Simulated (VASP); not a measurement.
# SnTe (Fm-3m) in VASP: single point with r2SCAN

Aim: the single point of SnTe with r2SCAN.

Program: VASP 6.6.1. These are calculated values, not measurements. Logs are shortened: lines on timing, memory, paths and dates and some standing lists are left out, and cuts for length are marked.

**The experiment to reproduce.**

From a printed reference work, textbook, for a bulk crystal of SnTe at 300 K: band gap 0.18 eV (direct).

The runs below are set against these values where they give the same quantity.

**1. The cell of the first run**

Symmetry: Fm-3m, No. 225, cubic system. Conventional cell: a = 6.302 Å, b = 6.302 Å, c = 6.302 Å, α = 90.00°, β = 90.00°, γ = 90.00°. Sn (site symmetry m-3m) has 6 Te at 3.15 Å within 4.1 Å. Te (site symmetry m-3m) has 6 Sn at 3.15 Å within 4.1 Å.

**2. Single point, r2SCAN**

The input, POSCAR:

```
SnTe
1.0
    0.0000000000      3.1508500000      3.1508500000
    3.1508500000      0.0000000000      3.1508500000
    3.1508500000      3.1508500000      0.0000000000
Sn Te
1 1
Direct
    0.0000000000      0.0000000000      0.0000000000
    0.5000000000      0.5000000000      0.5000000000
```

The input, INCAR.step1:

```
  PREC = Accurate
  ENCUT = 520
  ISMEAR = -1
  SIGMA = 0.02
  LREAL = F
  LASPH = T
  NELM = 60
  NBANDS = 17
  GGA = PE
  ALGO = Normal
  EDIFF = 1E-4
  LWAVE = T
  LCHARG = F
```

The input, INCAR.step2:

```
  PREC = Accurate
  ENCUT = 520
  EDIFF = 1E-7
  ISMEAR = -1
  SIGMA = 0.02
  LREAL = F
  LASPH = T
  NELM = 60
  ALGO = Normal
  ISIF = 2
  LWAVE = F
  LCHARG = T
  METAGGA = R2SCAN
  LMIXTAU = T
  LELF = T
  LVHAR = T
  NBANDS = 17
  ISTART = 1
```

The input, KPOINTS:

```
regular mesh
0
Gamma
  6 6 6
```

Potentials or basis: VASP PAW PBE potentials, release 64 (Sn_d, Te).

On the command line:

```bash
$ cat potpaw_PBE.64/Sn_d/POTCAR potpaw_PBE.64/Te/POTCAR > POTCAR
$ cp INCAR.step1 INCAR
$ mpirun -np 1 vasp_std > vasp.out
$ cp INCAR.step2 INCAR
$ mpirun -np 1 vasp_std > vasp.out
```

OUTCAR:

```text
PREC = Accurate
   ENCUT = 520
   EDIFF = 1E-7
   ISMEAR = -1
   LREAL = F
   LASPH = T
   NELM = 60
   ISIF = 2
   METAGGA = R2SCAN
   ISTART = 1

 ion  position               nearest neighbor table
   1  0.000  0.000  0.000-   2 3.15   2 3.15   2 3.15   2 3.15   2 3.15   2 3.15
   2  0.500  0.500  0.500-   1 3.15   1 3.15   1 3.15   1 3.15   1 3.15   1 3.15

  LATTYP: Found a face centered cubic cell.
 ALAT       =     6.3017000000

  Lattice vectors:

 A1 = (   0.0000000000,   3.1508500000,   3.1508500000)
 A2 = (   3.1508500000,   0.0000000000,   3.1508500000)
 A3 = (   3.1508500000,   3.1508500000,   0.0000000000)

Analysis of symmetry for initial positions (statically):
=====================================================================
 Subroutine PRICEL returns:
 Original cell was already a primitive cell.

 Routine SETGRP: Setting up the symmetry group for a
 face centered cubic supercell.

 Subroutine GETGRP returns: Found 48 space group operations
 (whereof 48 operations were pure point group operations)
 out of a pool of 48 trial point group operations.

The static configuration has the point symmetry O_h .

Analysis of symmetry for dynamics (positions and initial velocities):
=====================================================================
 Subroutine PRICEL returns:
 Original cell was already a primitive cell.

 Routine SETGRP: Setting up the symmetry group for a
 face centered cubic supercell.

 Subroutine GETGRP returns: Found 48 space group operations
 (whereof 48 operations were pure point group operations)
 out of a pool of 48 trial point group operations.

The dynamic configuration has the point symmetry O_h .

 Subroutine INISYM returns: Found 48 space group operations
 (whereof 48 operations are pure point group operations),
 and found     1 'primitive' translations

----------------------------------------------------------------------------------------

                                     Primitive cell

  volume of cell :      62.5624

  direct lattice vectors                    reciprocal lattice vectors
     0.000000000  3.150850000  3.150850000    -0.158687338  0.158687338  0.158687338
     3.150850000  0.000000000  3.150850000     0.158687338 -0.158687338  0.158687338
     3.150850000  3.150850000  0.000000000     0.158687338  0.158687338 -0.158687338

  length of vectors
     4.455974803  4.455974803  4.455974803     0.274854533  0.274854533  0.274854533

  position of ions in fractional coordinates (direct lattice)
     0.000000000  0.000000000  0.000000000
     0.500000000  0.500000000  0.500000000

  ion indices of the primitive-cell ions
   primitive index   ion index
                 1           1
                 2           2

----------------------------------------------------------------------------------------

 KPOINTS: regular mesh

Automatic generation of k-mesh.
 Grid dimensions read from file:
 generate k-points for:    6    6    6

 Generating k-lattice:

  Cartesian coordinates                     Fractional coordinates (reciprocal lattice)
    -0.026447890  0.026447890  0.026447890     0.166666667  0.000000000  0.000000000
     0.026447890 -0.026447890  0.026447890     0.000000000  0.166666667  0.000000000
     0.026447890  0.026447890 -0.026447890     0.000000000  0.000000000  0.166666667

  Length of vectors
     0.045809089  0.045809089  0.045809089

  Shift w.r.t. Gamma in fractional coordinates (k-lattice)
     0.000000000  0.000000000  0.000000000

 Subroutine IBZKPT returns following result:
 ===========================================

 Found     16 irreducible k-points:

 Following reciprocal coordinates:
            Coordinates               Weight
  0.000000  0.000000  0.000000      1.000000
  0.166667  0.000000  0.000000      8.000000
  0.333333  0.000000  0.000000      8.000000
  0.500000  0.000000  0.000000      4.000000
  0.166667  0.166667  0.000000      6.000000
  0.333333  0.166667  0.000000     24.000000
[... 8 lines left out ...]
 -0.333333  0.333333  0.166667     24.000000
 -0.333333  0.500000  0.166667     12.000000
   k-points           NKPTS =     16   k-points in BZ     NKDIM =     16   number of bands    NBANDS=     17
   number of dos      NEDOS =    301   number of ions     NIONS =      2
   total plane-waves  NPLWV =  46656
   dimension x,y,z NGX =    36 NGY =   36 NGZ =   36
   dimension x,y,z NGXF=    72 NGYF=   72 NGZF=   72
   ions per type =               1   1
   NGX,Y,Z   is equivalent  to a cutoff of  13.43, 13.43, 13.43 a.u.
   NGXF,Y,Z  is equivalent  to a cutoff of  26.86, 26.86, 26.86 a.u.
 SYSTEM =  unknown system
   PREC   = accura    normal or accurate (medium, high low for compatibility)
   ISTART =      1    job   : 0-new  1-cont  2-samecut
   ICHARG =      0    charge: 1-file 2-atom 10-const
   ISPIN  =      1    spin polarized calculation?
   LNONCOLLINEAR =      F non collinear calculations
   LSORBIT =      F    spin-orbit coupling
   LASPH  =      T    aspherical Exc in radial PAW
   ENCUT  =  520.0 eV  38.22 Ry    6.18 a.u.   8.29  8.29  8.29*2*pi/ulx,y,z
   NELM   =     60;   NELMIN=  2; NELMDL=  0     # of ELM steps
   EDIFF  = 0.1E-06   stopping-criterion for ELM
   LREAL  =      F    real-space projection
   EDIFFG = 0.1E-05   stopping-criterion for IOM
   NSW    =      0    number of steps for IOM
   IBRION =     -1    ionic relax: 0-MD 1-quasi-New 2-CG
   NFREE  =      0    steps in history (QN), initial steepest desc. (CG)
   ISIF   =      2    stress and relaxation
   ISYM   =      2    0-nonsym 1-usesym 2-fastsym
   POTIM  = 0.5000    time-step for ionic-motion
   TEBEG  =    0.0;   TEEND  =   0.0 temperature during run
   PSTRESS=    0.0 pullay stress
   NELECT =      20.0000    total number of electrons
   NUPDOWN=      -1.0000    fix difference up-down
   EMIN   =  10.00;   EMAX   =-10.00  energy-range for DOS
   EFERMI =   0.00;   METHOD = LEGACY
   ISMEAR =    -1;   SIGMA  =   0.02  broadening in eV -4-tet -1-fermi 0-gaus
   EFERMI_NEDOS =   21; number of points for ismear=-14 and -15
   IALGO  =     38    algorithm
   IMIX   =      4    mixing-type and parameters
     AMIX     =   0.40;   BMIX     =  1.00
     AMIX_MAG =   1.60;   BMIX_MAG =  1.00
  volume/ion in A,a.u.               =      31.28       211.10
  Fermi-wavevector in a.u.,A,eV,Ry     =   1.119387  2.115336 17.048485  1.253028
  Thomas-Fermi vector in A             =   2.256026
   LORBIT       =      0    0 simple, 1 ext, 2 COOP (PROOUT), +10 PAW based schemes
   METAGGA = R2SCAN    functional components
   LHFCALC =     F    Hartree Fock is set to
   AEXX    =    0.0000 exact exchange contribution
   IVDW    =     0    specifies the selected vdW correction
   LEPSILON=     F    determine dielectric tensor
   LRPA    =     F    only Hartree local field effects (RPA)
 non-spin polarized calculation
  energy-cutoff  :      520.00
  volume of cell :       62.56
 maximum number of plane-waves:      1700
 NGX is ok and might be reduce to    36
   NGX = 17   NGY = 17   NGZ = 17

 number of electron      19.9999998 magnetization

 Free energy of the ion-electron system (eV)
  ---------------------------------------------------
  ext. energy  EPLUGINS =         0.00000000
  ---------------------------------------------------
  free energy    TOTEN  =       -50.67135983 eV

  energy without entropy =      -50.67042353  energy(sigma->0) =      -50.67089168

 E-fermi :   7.1217     XC(G=0): -10.0698

 val. band max:        7.1070457642   @ k =   0.5000   0.0000   0.0000
 cond. band min:       7.1363836062   @ k =   0.5000   0.0000   0.0000
 fundamental gap:      0.0293378420
 Fermi energy:         7.1216971580

 k-point     1 :       0.0000    0.0000    0.0000
  band No.  band energies     occupation
      1     -15.7495      2.00000
      2     -15.7495      2.00000
      3     -15.7384      2.00000
      4     -15.7384      2.00000
      5     -15.7384      2.00000
      6      -6.4814      2.00000
[... 9 lines left out ...]
     16      11.9818      0.00000
     17      14.0563      0.00000

 k-point     2 :       0.1667    0.0000    0.0000
  band No.  band energies     occupation
      1     -15.7508      2.00000
      2     -15.7507      2.00000
      3     -15.7379      2.00000
      4     -15.7368      2.00000
      5     -15.7368      2.00000
      6      -6.2365      2.00000
[... 9 lines left out ...]
     16      12.5597      0.00000
     17      15.7180      0.00000

 k-point     3 :       0.3333    0.0000    0.0000
  band No.  band energies     occupation
      1     -15.7537      2.00000
      2     -15.7537      2.00000
      3     -15.7371      2.00000
      4     -15.7332      2.00000
      5     -15.7332      2.00000
      6      -5.5968      2.00000
[... 9 lines left out ...]
     16      14.1405      0.00000
     17      18.2547      0.00000

 k-point     4 :       0.5000    0.0000    0.0000
  band No.  band energies     occupation
      1     -15.7553      2.00000
      2     -15.7553      2.00000
      3     -15.7367      2.00000
      4     -15.7313      2.00000
      5     -15.7313      2.00000
      6      -5.1178      2.00000
[... 9 lines left out ...]
     16      16.1785      0.00000
     17      16.1785      0.00000

 k-point     5 :       0.1667    0.1667    0.0000
  band No.  band energies     occupation
      1     -15.7540      2.00000
      2     -15.7483      2.00000
      3     -15.7394      2.00000
      4     -15.7357      2.00000
      5     -15.7356      2.00000
      6      -6.1562      2.00000
[... 9 lines left out ...]
     16      13.4607      0.00000
     17      14.3882      0.00000

 k-point     6 :       0.3333    0.1667    0.0000
  band No.  band energies     occupation
      1     -15.7578      2.00000
      2     -15.7492      2.00000
      3     -15.7389      2.00000
      4     -15.7332      2.00000
      5     -15.7323      2.00000
      6      -5.6479      2.00000
[... 9 lines left out ...]
     16      15.0116      0.00000
     17      16.4023      0.00000

 k-point     7 :       0.5000    0.1667    0.0000
  band No.  band energies     occupation
      1     -15.7587      2.00000
      2     -15.7524      2.00000
      3     -15.7365      2.00000
      4     -15.7322      2.00000
      5     -15.7305      2.00000
      6      -5.0534      2.00000
[... 9 lines left out ...]
     16      16.3141      0.00000
     17      16.8956      0.00000

 k-point     8 :      -0.3333    0.1667    0.0000
  band No.  band energies     occupation
      1     -15.7557      2.00000
      2     -15.7544      2.00000
      3     -15.7357      2.00000
      4     -15.7325      2.00000
      5     -15.7322      2.00000
      6      -5.2133      2.00000
[... 9 lines left out ...]
     16      15.5059      0.00000
     17      17.3292      0.00000

 k-point     9 :      -0.1667    0.1667    0.0000
  band No.  band energies     occupation
      1     -15.7535      2.00000
      2     -15.7516      2.00000
      3     -15.7374      2.00000
      4     -15.7354      2.00000
      5     -15.7339      2.00000
      6      -5.8560      2.00000
[... 9 lines left out ...]
     16      14.7954      0.00000
     17      15.1762      0.00000

 k-point    10 :       0.3333    0.3333    0.0000
  band No.  band energies     occupation
      1     -15.7643      2.00000
      2     -15.7458      2.00000
      3     -15.7413      2.00000
      4     -15.7300      2.00000
      5     -15.7299      2.00000
      6      -5.3367      2.00000
[... 9 lines left out ...]
     16      16.5051      0.00000
     17      16.6459      0.00000

 k-point    11 :       0.5000    0.3333    0.0000
  band No.  band energies     occupation
      1     -15.7661      2.00000
      2     -15.7470      2.00000
      3     -15.7402      2.00000
      4     -15.7290      2.00000
      5     -15.7283      2.00000
      6      -4.8903      2.00000
[... 9 lines left out ...]
     16      16.9820      0.00000
     17      17.4198      0.00000

 k-point    12 :      -0.3333    0.3333    0.0000
  band No.  band energies     occupation
      1     -15.7617      2.00000
      2     -15.7510      2.00000
      3     -15.7362      2.00000
      4     -15.7317      2.00000
      5     -15.7297      2.00000
      6      -4.8106      2.00000
[... 9 lines left out ...]
     16      15.0099      0.00000
     17      17.4434      0.00000

 k-point    13 :       0.5000    0.5000    0.0000
  band No.  band energies     occupation
      1     -15.7701      2.00000
      2     -15.7445      2.00000
      3     -15.7423      2.00000
      4     -15.7270      2.00000
      5     -15.7270      2.00000
      6      -4.7883      2.00000
[... 9 lines left out ...]
     16      18.0665      0.00000
     17      18.4835      0.00000

 k-point    14 :       0.5000    0.3333    0.1667
  band No.  band energies     occupation
      1     -15.7610      2.00000
      2     -15.7499      2.00000
      3     -15.7380      2.00000
      4     -15.7317      2.00000
      5     -15.7301      2.00000
      6      -5.1405      2.00000
[... 9 lines left out ...]
     16      15.7437      0.00000
     17      16.4728      0.00000

 k-point    15 :      -0.3333    0.3333    0.1667
  band No.  band energies     occupation
      1     -15.7616      2.00000
      2     -15.7512      2.00000
      3     -15.7350      2.00000
      4     -15.7340      2.00000
      5     -15.7285      2.00000
      6      -4.8101      2.00000
[... 9 lines left out ...]
     16      17.2658      0.00000
     17      17.5213      0.00000

 k-point    16 :      -0.3333    0.5000    0.1667
  band No.  band energies     occupation
      1     -15.7657      2.00000
      2     -15.7483      2.00000
      3     -15.7386      2.00000
      4     -15.7310      2.00000
      5     -15.7270      2.00000
      6      -4.7179      2.00000
[... 9 lines left out ...]
     16      17.4942      0.00000
     17      18.6062      0.00000

------------------------ aborting loop because EDIFF is reached ----------------------------------------

  FORCE on cell =-STRESS in cart. coord.  units (eV):
  Direction    XX          YY          ZZ          XY          YZ          ZX
  --------------------------------------------------------------------------------------
  -------------------------------------------------------------------------------------
  Total        0.6594020      0.6594020      0.6594020     -0.0000000      0.0000000     -0.0000000
  in kB       16.8868123     16.8868123     16.8868123     -0.0000000      0.0000000     -0.0000000
  external PRESSURE =      16.8868123 kB  Pullay stress =       0.0000000 kB

 VOLUME and BASIS-vectors are now :
 -----------------------------------------------------------------------------
  energy-cutoff  :      520.00
  volume of cell :       62.56
      direct lattice vectors                 reciprocal lattice vectors
     0.000000000  3.150850000  3.150850000    -0.158687338  0.158687338  0.158687338
     3.150850000  0.000000000  3.150850000     0.158687338 -0.158687338  0.158687338
     3.150850000  3.150850000  0.000000000     0.158687338  0.158687338 -0.158687338

 POSITION                                       TOTAL-FORCE (eV/Angst)
 -----------------------------------------------------------------------------------
      0.00000      0.00000      0.00000         0.000000     -0.000000      0.000000
      3.15085      3.15085      3.15085        -0.000000      0.000000     -0.000000
 -----------------------------------------------------------------------------------
    total drift:                               -0.000000      0.000000      0.000000

  FREE ENERGIE OF THE ION-ELECTRON SYSTEM (eV)
  ---------------------------------------------------
  free  energy   TOTEN  =       -50.6713598345 eV

  energy  without entropy=      -50.6704235294  energy(sigma->0) =      -50.67089168
```

Run time: 97 s. Hardware: 1 thread of AMD EPYC 7R13 (Zen 3), shared host; peak memory 0.18 GiB.

Results:

| Quantity | Value |
| --- | --- |
| Free energy | -50.6714 eV |
| Pressure | 1.7 GPa |
| Band gap on the k mesh | 0.03 eV, direct |

Levels at points of the mesh, in eV from the valence-band top:
```csv
k point,band 8,band 9,band 10,band 11,band 12,band 13
"(0.00, 0.00, 0.00)",-2.58,-2.58,-2.58,3.35,3.35,3.35
"(0.50, 0.00, 0.00)",-2.21,-2.21,0.00,0.03,0.19,0.19
"(0.50, 0.50, 0.00)",-6.07,-4.21,-4.21,2.23,5.03,5.03
```

Caveat: the PAW data sets were made with another functional, which shifts forces and pressure a little; spin-orbit coupling is left out, which moves the levels of the heavy elements.

**3. Comparison with measurements**

Step 2. Against the measured gap of SnTe, 0.18 eV (direct; 300 K; a printed reference work, textbook), the calculated 0.03 eV is off by -0.15 eV. Spin-orbit coupling on Sn, Te is left out. The value is that of r2SCAN on a finite k mesh, which can miss the band edges, without temperature or zero-point motion.
